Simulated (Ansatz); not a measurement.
## Ag under changes of volume

One of the cells (17.806 Å³/atom); the others are scaled copies at fixed shape and fractional positions:

```xyz
2
Lattice="2.9300 0.0000 0.0000 -1.4650 2.5375 0.0000 0.0000 0.0000 4.7900" Properties=species:S:1:pos:R:3 pbc="T T T"
Ag    1.4650    0.8458    3.5925
Ag    0.0000    1.6916    1.1975
```

This isn't the form of Ag at room conditions, which is fcc.

* Program: Ansatz 0.2.0
* Functional: PBEsol
* Potentials or basis: JTH PAW
* Cutoff: 1380 eV (not typed: the program's choice for these potentials)
* k mesh: 10 × 10 × 6
* Occupations: fermi-dirac, width 0.05 eV
* Spin: no spin polarisation

```csv
volume (Å³/atom),energy over the lowest point (meV/atom),pressure (GPa)
16.738,0.00,0.1
17.094,2.44,-2.2
17.450,?,?
17.806,21.06,-6.0
18.162,36.06,-7.5
18.518,54.17,-8.8
18.875,74.96,-9.9
```

What does the run at 17.450 Å³/atom give?

Energy over the lowest point 9.67 meV/atom; pressure -4.3 GPa.

Worked out: A Birch-Murnaghan fit of order 3 (a polynomial in V^(-2/3)) to the other rows has its minimum at 16.75 Å³/atom with B0 = V·E''(V) = 117 GPa and B' = 5.7 at fixed shape and positions, which overstates the stiffness. It gives 9.67 meV/atom at 17.450 Å³/atom, against the run's 9.67, and -dE/dV = -4.2 GPa, against -4.3.

Energies are extrapolated to zero smearing.
